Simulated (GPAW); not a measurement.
# ZnO (zincite) (P6_3mc) in GPAW: further runs

The runs below take ZnO (zincite) through single point, with PBE, LDA.

All numbers are computed with GPAW 26.7.0; they aren't measurements. Logs are shortened: lines on timing, memory, paths and dates and some standing lists are left out, and cuts for length are marked. The log counts tension as positive stress, the text compression.

**Measured values to compare with.**

From “Electronic structure of alkaline earth and post-transition metal oxides”, 2009, arxiv:0908.1581, for a bulk crystal of ZnO: band gap 3.37 eV.

How close the calculation comes is told below.

## Step 1: Starting point

Symmetry: P6_3mc, No. 186, hexagonal system. Conventional cell: a = 3.249 Å, b = 3.249 Å, c = 5.206 Å, α = 90.00°, β = 90.00°, γ = 120.00°. Zn (site symmetry 3m) has 4 O at 1.97 to 1.98 Å as nearest neighbours. O (site symmetry 3m) has 4 Zn at 1.97 to 1.98 Å as nearest neighbours.

## Step 2: Single point, PBE

run.py

```python
from ase import Atoms
from ase.dft.bandgap import bandgap
from ase.io import write
from ase.units import GPa
from gpaw import GPAW, PW

atoms = Atoms(['Zn', 'Zn', 'O', 'O'],
              cell=[[3.249308, 0.0, 0.0],
                    [-1.624654, 2.8139832727, 0.0],
                    [0.0, 0.0, 5.205709]],
              scaled_positions=[[0.6666666667, 0.3333333333, 0.0],
                                [0.3333333333, 0.6666666667, 0.5],
                                [0.3333333333, 0.6666666667, 0.87901],
                                [0.6666666667, 0.3333333333, 0.37901]],
              pbc=True)

calc = GPAW(mode=PW(600),
            xc='PBE',
            kpts={'size': (8, 8, 4), 'gamma': True},
            occupations={'name': 'fermi-dirac', 'width': 0.05},
            nbands=31,
            maxiter=120,
            txt='gpaw.txt')
atoms.calc = calc
energy = atoms.get_potential_energy()
forces = atoms.get_forces()
stress = atoms.get_stress()
calc.write('gs.gpw')
write('result.traj', atoms)
print(f'Energy: {energy:.6f} eV')
print('Forces (eV/A):')
print(forces.round(4))
print('Stress (GPa):', (stress / GPa).round(3))
print('Fermi level:', round(calc.get_fermi_level(), 4), 'eV')
print(f'Gap: {bandgap(calc)[0]:.4f} eV, direct: {bandgap(calc, direct=True)[0]:.4f} eV')
```

Potentials or basis: GPAW PAW data sets (gpaw-data 1.2.1), pw.

Run with:

```
$ OMP_NUM_THREADS=1 python run.py
```

gpaw.txt:

```text
__  _  _
 | _ |_)|_||  |
 |__||  | ||/\| - 26.7.0

Input parameters:
  mode=PW(ecut=600.0),
  kpts=MonkhorstPack(size=(8, 8, 4), gamma=True),
  maxiter=120,
  nbands=31,
  occupations=Occupations(name='fermi-dirac', width=0.05),
  xc=XC(name='PBE')

Diagonalizing LCAO Hamiltonian
Converting LCAO to pw mode

        O

        Zn

           O

           Zn

Atoms  # Å, Bohr magnetons
|   | symbol |         x |        y |        z |    initial magnetic moments |
|---|--------|-----------|----------|----------|-----------------------------|
| 0 |     Zn |  1.624654 | 0.937994 | 0.000000 | ( 0.0000,  0.0000,  0.0000) |
| 1 |     Zn | -0.000000 | 1.875989 | 2.602854 | ( 0.0000,  0.0000,  0.0000) |
| 2 |      O | -0.000000 | 1.875989 | 4.575870 | ( 0.0000,  0.0000,  0.0000) |
| 3 |      O |  1.624654 | 0.937994 | 1.973016 | ( 0.0000,  0.0000,  0.0000) |

Unit cell  # Å
| periodic |         x |        y |        z |  lengths |     angles |
|----------|-----------|----------|----------|----------|------------|
|      yes |  3.249308 | 0.000000 | 0.000000 | 3.249308 |  90.000000 |
|      yes | -1.624654 | 2.813983 | 0.000000 | 3.249308 |  90.000000 |
|      yes |  0.000000 | 0.000000 | 5.205709 | 5.205709 | 120.000000 |

Number of symmetries: 6
Symmetry operations  # r_c * U_cc + t_c -> r_c
|   | kind |            matrix            |
|---|------|------------------------------|
| 0 |  σ   |  1, 1, 0,  0,-1, 0,  0, 0, 1 |
| 1 |  E   |  1, 0, 0,  0, 1, 0,  0, 0, 1 |
| 2 |  C3  |  0, 1, 0, -1,-1, 0,  0, 0, 1 |
| 3 |  σ   |  0,-1, 0, -1, 0, 0,  0, 0, 1 |
| 4 |  σ   | -1, 0, 0,  1, 1, 0,  0, 0, 1 |
| 5 |  C3  | -1,-1, 0,  1, 0, 0,  0, 0, 1 |

BZ-sampling:
  Number of BZ points: 256
  Number of IBZ points: 35

  Monkhorst-Pack size: [8, 8, 4]
  Monkhorst-Pack shift: [0.0625, 0.0625, 0.125]

K-points  # in reciprocal-cell coordinates
|     |                                coordinates |     weight |
|-----|--------------------------------------------|------------|
|   0 | (  0.00000000,   0.00000000,   0.00000000) | 0.00390625 |
|   1 | (  0.00000000,   0.00000000,   0.25000000) | 0.00781250 |
|   2 | (  0.00000000,   0.00000000,   0.50000000) | 0.00390625 |
|   3 | (  0.12500000,   0.00000000,  -0.25000000) | 0.02343750 |
|   4 | (  0.12500000,   0.00000000,   0.00000000) | 0.02343750 |
|   5 | (  0.12500000,   0.00000000,   0.25000000) | 0.02343750 |
|   6 | (  0.12500000,   0.00000000,   0.50000000) | 0.02343750 |
|   7 | (  0.25000000,  -0.12500000,   0.00000000) | 0.02343750 |
|   8 | (  0.25000000,  -0.12500000,   0.25000000) | 0.04687500 |
|   9 | (  0.25000000,  -0.12500000,   0.50000000) | 0.02343750 |
| ... |                                            |            |
|  34 | (  0.50000000,   0.50000000,   0.50000000) | 0.01171875 |

Plane wave coefficients: 1616
Cutoff: 600.0 eV

Spin-components: 1 (collinear spins)
Bands:           31
Projectors:      22
Spin-degeneracy: 2
Datatype:        complex128

Parallelization:
  kpt:    1
  domain: 1
  band:   1

Density:
  Valence electrons: 36.0
  Components: 1
  Grid points: [20 20 30]
  Charge: 0.0  # |e|

Potential:
  Grid points: [20 20 30]

species:
  Zn:
    name:    Zinc
    Z:       30.0
    valence: 12
    core:    18
    charge:  0.0  # [|e|]
    compensation charges:
      type: gauss
      rc: 0.37  # [Å]
      lmax: 2
    cutoffs:
      filter: 2.14  # [Å]
      core: 2.28  # [Å]
    projectors
    | kind |    occ | energy [eV] | rcut [Å] |
    |------|--------|-------------|----------|
    |   4s |  2.000 |      -5.977 |    1.286 |
    |   4p |  0.000 |      -1.117 |    1.270 |
    |   3d | 10.000 |     -10.142 |    1.180 |
    |    s |        |      21.234 |    1.286 |
    |    p |        |      26.095 |    1.270 |
    |    d |        |      17.070 |    1.180 |

    Using partial waves for Zn as LCAO basis

  O:
    name:    Oxygen
    Z:       8.0
    valence: 6
    core:    2
    charge:  0.0  # [|e|]
    compensation charges:
      type: gauss
      rc: 0.21  # [Å]
      lmax: 2
    cutoffs:
      filter: 1.17  # [Å]
      core: 0.83  # [Å]
    projectors
    | kind |    occ | energy [eV] | rcut [Å] |
    |------|--------|-------------|----------|
    |   2s |  2.000 |     -23.961 |    0.688 |
    |   2p |  4.000 |      -9.029 |    0.598 |
    |    s |        |       3.251 |    0.688 |
    |    p |        |      18.182 |    0.598 |
    |    d |        |       0.000 |    0.619 |

    Using partial waves for O as LCAO basis

Reference energy: -101804.357908  # eV

eigensolver:
  PPCG
  Converge bands: occupied
  niter=2

density mixing:
  MSR1-Mixer
  Pratt-step length: 0.05
  Maximum mixing coefficient: 0.75
  Old densities: 10
  SVD Regularization: 0.005
  Good broyden scale: 1.0
  Trust region scale: 1.0
  Backstep threshold: 4.0
  History deletion threshold: 6.0
  Fourier metric: weight=20.0, sigma=0.015

occupation numbers:
  Fermi-Dirac:
    width: 0.0500  # eV

poisson solver:
  ecut: 4800.0  # eV

xc functional:
  name: PBE with 2 nearest neighbor stencil

convergence criteria:
- Maximum [total energy] change in last 3 cyles: 0.0005 eV / valence electron
- Maximum integral of absolute [dens]ity change: 0.0001 electrons / valence electron
- Maximum integral of absolute [eigenst]ate change: 4e-08 eV^2 / valence electron
maximum number of iterations: 120

SCF iterations
|iter     | |      energy | eigst |  dens |
|---------|-|-------------|-------|-------|
|iter:   1| |  -21.405004 | +0.20 |       |
|iter:   2| |  -20.510934 | -1.54 | -0.99 |
|iter:   3| |  -18.321178 | -0.45 | -1.04 |
|iter:   4| |  -18.316518 | -3.04 | -1.62 |
|iter:   5| |  -18.321154c| -2.64 | -1.88 |
|iter:   6| |  -18.321279c| -4.48 | -2.94 |
|iter:   7| |  -18.321407c| -5.26 | -3.29 |
|iter:   8| |  -18.321433c| -5.66 | -3.65 |
|iter:   9| |  -18.321433c| -7.11 | -4.37c|
|iter:  10| |  -18.321433c| -8.31c| -4.82c|

Converged in 10 steps
Energy contributions relative to reference atoms: (reference = -101804.357908)

Energy contributions:
  Kinetic:          42.061673
  Coulomb:         -36.528139
  Zero:              0.256510
  External:          0.000000
  Xc:              -24.111474
  Entropy:          -0.000005
  Spinorbit:         0.000000
  ----------------------------
  Free energy:     -18.321435
  Extrapolated:    -18.321433

dipole moment: (-0.000000, 0.000001, -8.242772)  # |e|*Ang

Fermi level: 4.344
Eigenvalues  # (at kpt = [0.000, 0.000, 0.000])
| band index |      eig [eV] | occ [0-2] |
|------------|---------------|-----------|
|          0 |       -14.141 |     2.000 |
|        ... |               |           |
|         10 |        -0.366 |     2.000 |
|         11 |        -0.366 |     2.000 |
|         12 |        -0.099 |     2.000 |
|         13 |         3.108 |     2.000 |
|         14 |         3.108 |     2.000 |
|         15 |         3.845 |     2.000 |
[... 8 lines left out ...]
|         24 |        18.038 |     0.000 |
|         25 |        18.038 |     0.000 |
|        ... |               |           |
|         30 |        23.814 |     0.000 |

Gap: 0.793 eV
Transition (v -> c):
  (s=0, k=0, n=17, [0.00, 0.00, 0.00]) -> (s=0, k=0, n=18, [0.00, 0.00, 0.00])
No difference between direct/indirect transitions

Forces  # eV/Ang
|        x |        y |        z |
|----------|----------|----------|
| -0.00000 | -0.00000 | -0.07099 |  # Zn   0
|  0.00000 |  0.00000 | -0.07100 |  # Zn   1
| -0.00000 | -0.00000 |  0.07452 |  # O    2
| -0.00000 |  0.00000 |  0.07452 |  # O    3

Stress tensor  # eV/Ang^3
|         x |         y |         z |
|-----------|-----------|-----------|
| -0.004365 | -0.000000 |  0.000000 |
|  0.000000 | -0.004365 |  0.000000 |
|  0.000000 |  0.000000 | -0.015016 |

# Writing to gs.gpw (mode='')
```

Wall time 17 s (1 thread of Intel Xeon 6975P-C (Granite Rapids), shared host); peak memory 0.18 GiB.

What came out:

| Quantity | Value |
| --- | --- |
| Free energy | -18.3214 eV |
| Pressure | 1.3 GPa |
| Largest force | 0.075 eV/Å |
| Band gap on the k mesh | 0.79 eV, direct |

Forces in eV/Å, atoms in the order of the input:
```
Zn   0.000  0.000 -0.071
Zn   0.000  0.000 -0.071
O    0.000  0.000  0.075
O    0.000  0.000  0.075
```

Stress tensor (GPa, compression positive):
```
0.70 0.00 0.00
0.00 0.70 0.00
0.00 0.00 2.41
```

Caveat: the cutoff is short for stress and forces, so pressures can be off by a GPa or more.

## Step 3: Single point, LDA

run.py: that of step 2 with these lines changed.

```diff
@@ -17,3 +17,3 @@
 calc = GPAW(mode=PW(600),
-            xc='PBE',
+            xc='LDA',
             kpts={'size': (8, 8, 4), 'gamma': True},
```

Potentials or basis: the program's PAW data sets (release 1.2.1) made for this functional, pw.

Run with:

```
$ OMP_NUM_THREADS=1 python run.py
```

gpaw.txt:

```text
__  _  _
 | _ |_)|_||  |
 |__||  | ||/\| - 26.7.0

Input parameters:
  mode=PW(ecut=600.0),
  kpts=MonkhorstPack(size=(8, 8, 4), gamma=True),
  maxiter=120,
  nbands=31,
  occupations=Occupations(name='fermi-dirac', width=0.05),
  xc=XC(name='LDA')

Diagonalizing LCAO Hamiltonian
Converting LCAO to pw mode

        O

        Zn

           O

           Zn

Atoms  # Å, Bohr magnetons
|   | symbol |         x |        y |        z |    initial magnetic moments |
|---|--------|-----------|----------|----------|-----------------------------|
| 0 |     Zn |  1.624654 | 0.937994 | 0.000000 | ( 0.0000,  0.0000,  0.0000) |
| 1 |     Zn | -0.000000 | 1.875989 | 2.602854 | ( 0.0000,  0.0000,  0.0000) |
| 2 |      O | -0.000000 | 1.875989 | 4.575870 | ( 0.0000,  0.0000,  0.0000) |
| 3 |      O |  1.624654 | 0.937994 | 1.973016 | ( 0.0000,  0.0000,  0.0000) |

Unit cell  # Å
| periodic |         x |        y |        z |  lengths |     angles |
|----------|-----------|----------|----------|----------|------------|
|      yes |  3.249308 | 0.000000 | 0.000000 | 3.249308 |  90.000000 |
|      yes | -1.624654 | 2.813983 | 0.000000 | 3.249308 |  90.000000 |
|      yes |  0.000000 | 0.000000 | 5.205709 | 5.205709 | 120.000000 |

Number of symmetries: 6
Symmetry operations  # r_c * U_cc + t_c -> r_c
|   | kind |            matrix            |
|---|------|------------------------------|
| 0 |  σ   |  1, 1, 0,  0,-1, 0,  0, 0, 1 |
| 1 |  E   |  1, 0, 0,  0, 1, 0,  0, 0, 1 |
[... 133 lines left out ...]
- Maximum integral of absolute [eigenst]ate change: 4e-08 eV^2 / valence electron
maximum number of iterations: 120

SCF iterations
|iter     | |      energy | eigst |  dens |
|---------|-|-------------|-------|-------|
|iter:   1| |  -24.568663 | +0.16 |       |
|iter:   2| |  -23.742998 | -1.61 | -1.00 |
|iter:   3| |  -21.734634 | -0.73 | -1.06 |
|iter:   4| |  -21.709830 | -3.29 | -1.63 |
|iter:   5| |  -21.701450 | -3.14 | -1.89 |
|iter:   6| |  -21.701402c| -4.68 | -3.01 |
|iter:   7| |  -21.701422c| -5.76 | -3.41 |
|iter:   8| |  -21.701426c| -6.59 | -3.75 |
|iter:   9| |  -21.701424c| -7.40c| -4.25c|

Converged in 9 steps
Energy contributions relative to reference atoms: (reference = -101631.619544)

Energy contributions:
  Kinetic:          33.659423
  Coulomb:         -29.426634
  Zero:              0.158016
  External:          0.000000
  Xc:              -26.092225
  Entropy:          -0.000009
  Spinorbit:         0.000000
  ----------------------------
  Free energy:     -21.701429
  Extrapolated:    -21.701424

dipole moment: (-0.000001, 0.000001, -8.271107)  # |e|*Ang

Fermi level: 3.866
Eigenvalues  # (at kpt = [0.000, 0.000, 0.000])
| band index |      eig [eV] | occ [0-2] |
|------------|---------------|-----------|
|          0 |       -14.334 |     2.000 |
|        ... |               |           |
|         10 |        -0.876 |     2.000 |
|         11 |        -0.876 |     2.000 |
|         12 |        -0.601 |     2.000 |
|         13 |         2.651 |     2.000 |
|         14 |         2.651 |     2.000 |
|         15 |         3.397 |     2.000 |
[... 8 lines left out ...]
|         24 |        17.385 |     0.000 |
|         25 |        17.385 |     0.000 |
|        ... |               |           |
|         30 |        23.133 |     0.000 |

Gap: 0.729 eV
Transition (v -> c):
  (s=0, k=0, n=17, [0.00, 0.00, 0.00]) -> (s=0, k=0, n=18, [0.00, 0.00, 0.00])
No difference between direct/indirect transitions

Forces  # eV/Ang
|        x |        y |        z |
|----------|----------|----------|
| -0.00000 |  0.00000 | -0.04753 |  # Zn   0
|  0.00000 |  0.00000 | -0.04750 |  # Zn   1
| -0.00000 | -0.00000 |  0.04752 |  # O    2
|  0.00000 | -0.00000 |  0.04752 |  # O    3

Stress tensor  # eV/Ang^3
|         x |         y |        z |
|-----------|-----------|----------|
|  0.080179 | -0.000000 | 0.000000 |
| -0.000000 |  0.080179 | 0.000000 |
|  0.000000 |  0.000000 | 0.069243 |

# Writing to gs.gpw (mode='')
```

stdout:

```text
Energy: -21.701424 eV
Forces (eV/A):
[[-0.      0.     -0.0475]
 [ 0.      0.     -0.0475]
 [-0.     -0.      0.0475]
 [ 0.     -0.      0.0475]]
Stress (GPa): [12.846 12.846 11.094  0.     0.    -0.   ]
Fermi level: 3.8657 eV
Gap: 0.7289 eV, direct: 0.7289 eV
```

Wall time 25 s (1 thread of Arm Neoverse V2, shared host); peak memory 0.18 GiB.

What came out:

| Item | Value |
| --- | --- |
| Free energy | -21.7014 eV |
| Pressure | -12.3 GPa |
| Largest force | 0.048 eV/Å |
| Band gap on the k mesh | 0.73 eV, direct |

Forces in eV/Å, atoms in the order of the input:
```
Zn   0.000  0.000 -0.048
Zn   0.000  0.000 -0.048
O    0.000  0.000  0.048
O    0.000  0.000  0.048
```

Levels at points of the mesh, in eV from the valence-band top:
```tsv
k point	band 14	band 15	band 16	band 17	band 18	band 19	band 20	band 21	band 22	band 23
(0.00, 0.00, 0.00)	-0.82	-0.82	-0.07	0.00	0.00	0.73	5.07	8.12	12.64	12.64
(0.00, 0.00, 0.50)	-2.25	-0.41	-0.41	-0.41	-0.41	3.38	3.38	9.92	9.92	12.93
(0.50, 0.50, 0.00)	-3.58	-2.86	-2.30	-1.30	-0.83	5.66	6.71	7.46	8.32	10.48
(0.50, 0.50, 0.50)	-3.79	-1.52	-1.52	-1.36	-1.36	5.58	5.58	8.29	8.29	11.12
```

Caveat: the cutoff is short for stress and forces, so pressures can be off by a GPa or more.

## Step 4: How close it comes

Step 2. A measured gap of ZnO is 3.37 eV (quoted in “Electronic structure of alkaline earth and post-transition metal oxides”, 2009, arxiv:0908.1581); the calculated 0.79 eV misses it by -2.58 eV. So large a miss can be the level of theory's own, or it may mean another phase, state or a wrong row. The value is that of PBE, without temperature or zero-point motion. Semilocal functionals fall short of measured gaps as a rule.

Step 3. Measured gap of ZnO: 3.37 eV (quoted in “Electronic structure of alkaline earth and post-transition metal oxides”, 2009, arxiv:0908.1581). This calculation gives 0.73 eV (-2.64 eV). So large a miss can be the level of theory's own, or it may mean another phase, state or a wrong row. The value is that of LDA, without temperature or zero-point motion. Semilocal functionals fall short of measured gaps as a rule.
